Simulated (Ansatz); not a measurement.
**Stability checks on a candidate for Sc₅AlN₆**

The cell was found from a structure generator's guess, not taken from experiment.

All numbers below come from DFT PBE, scalar-relativistic, plane waves, PAW in Ansatz 0.2.0. Plane waves to 420 eV, a 12×12×4 mesh through Γ for the 12-atom cell and 0.01 eV Gaussian smearing; no spin polarisation.

```
CELL_PARAMETERS angstrom
3.14712 0.00000 0.00000
-1.57356 2.72549 0.00000
0.00000 0.00000 15.36178
ATOMIC_POSITIONS crystal
Sc 0.33333 0.66667 0.82948
Sc 0.66667 0.33333 0.65874
Sc 0.33333 0.66667 0.34126
Sc 0.66667 0.33333 0.17052
Sc 0.00000 0.00000 0.00000
Al 0.00000 0.00000 0.50000
N 0.00000 0.00000 0.74416
N 0.33333 0.66667 0.57368
N 0.66667 0.33333 0.42632
N 0.00000 0.00000 0.25584
N 0.33333 0.66667 0.08527
N 0.66667 0.33333 0.91473
```

Energies over the elements count from the elements' standard structures at the same level (N₂ as a molecule), with no fitted energy shifts.

Question: These tests were run: energy against the elements; phonons on a 3×3×1 q mesh. What do they show?

Answer:

```json
{"test": "energy against the elements", "result": "−1.742 eV/atom"}
{"test": "phonons on a 3×3×1 q mesh", "result": "no imaginary mode on the mesh, but the interpolation dips to 6i cm⁻¹ between its points"}
```

It fails none of these tests. Other phases of the system weren't compared here, so this isn't yet thermodynamic stability.

The run for the phonons used a 12×12×4 k mesh.
